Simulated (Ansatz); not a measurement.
Write a Python script for Ansatz 0.2.0 through its Python package that makes a comparison of enthalpies under pressure of two structures of Ba. Use (first run): PBE, PAW, cutoff 510 eV, 12×12×12 k-points, cold smearing of 0.05 eV.

`run_transition.py`
```python
from dataclasses import dataclass
import warnings

import ansatz as az
import numpy as np


@dataclass
class RunConfig:
    functional: str = "PBE"
    ecut: int = 510
    kspacing: float = 0.15
    occupations: str = "cold"
    width_ev: float = 0.05


opts = RunConfig()


def bcc(first, a):
    return (
        az.Lattice.bcc(a)
        .space_group(229)
        .atom(first, (0, 0, 0))
        .primitive()
    )


def diamond(a_site, a):
    return az.Crystal.diamond(a_site, a=a)


def run_phase(name, crystal, pressure=0.0):
    calc = (
        crystal.calculation()
        .functional(opts.functional)
        .basis(opts.ecut)
        .kpoints(spacing=opts.kspacing)
        .occupations(opts.occupations, width=opts.width_ev)
    )
    calc = calc.relax(force_tolerance=0.01, max_steps=40, cell=True, pressure=pressure)
    return calc.run(threads=1, pin="off")


def volume_per_atom(outcome):
    return abs(np.linalg.det(outcome.lattice.cell_ang)) / len(outcome.lattice.sites)

warnings.simplefilter("ignore", az.DeckWarning)

phases = {}
phases["bcc"] = bcc("Ba", 5.01)
phases["diamond"] = diamond("Ba", 8.68)

pressures = [0, 10, 20, 30]
enthalpy, volume = {name: [] for name in phases}, {name: [] for name in phases}
for p in pressures:
    for name, crystal in phases.items():
        o = run_phase(name, crystal, pressure=p)
        volume[name].append(volume_per_atom(o))
        enthalpy[name].append(o.report["energy_sigma0_ev"] / len(o.lattice.sites) + p * volume[name][-1] / 160.21766)
gap = np.array(enthalpy["diamond"]) - np.array(enthalpy["bcc"])
rows = [(p, va, vb, 1000 * d) for p, va, vb, d in zip(pressures, volume["bcc"], volume["diamond"], gap)]
print("   P (GPa)  V bcc (A^3/atom)  V diamond (A^3/atom)  H(diamond) - H(bcc) (meV/atom)")
for row in rows:
    print(f"{row[0]:10d}  {row[1]:16.3f}  {row[2]:20.3f}  {row[3]:+30.1f}")
crossings = [p0 - g0 * (p1 - p0) / (g1 - g0) for p0, p1, g0, g1 in zip(pressures, pressures[1:], gap, gap[1:]) if g0 * g1 < 0]
print("crossing near", [round(float(p), 1) for p in crossings], "GPa") if crossings else print("no crossing in this range")
```

```console
$ python run_transition.py
   P (GPa)  V bcc (A^3/atom)  V diamond (A^3/atom)  H(diamond) - H(bcc) (meV/atom)
         0            63.413                56.483                          +953.4
        10            36.306                39.743                          +919.5
        20            28.708                34.961                         +1245.5
        30            24.544                32.051                         +1672.7
no crossing in this range
```

Caveats:
- At a fixed pressure a relaxation lowers the enthalpy F + PV, while F alone can rise.
- Only these two structures are compared, at zero temperature and with their symmetry kept; either may be hypothetical, and another phase may be lower than both. Differences under 10 to 15 meV an atom lie within the error of mesh and functional.
- The cells are prototypes set up for this calculation and needn't exist.
- Finished in 3.3 min on 1 thread of Arm Neoverse V2 (shared host), peak memory 0.6 GiB.
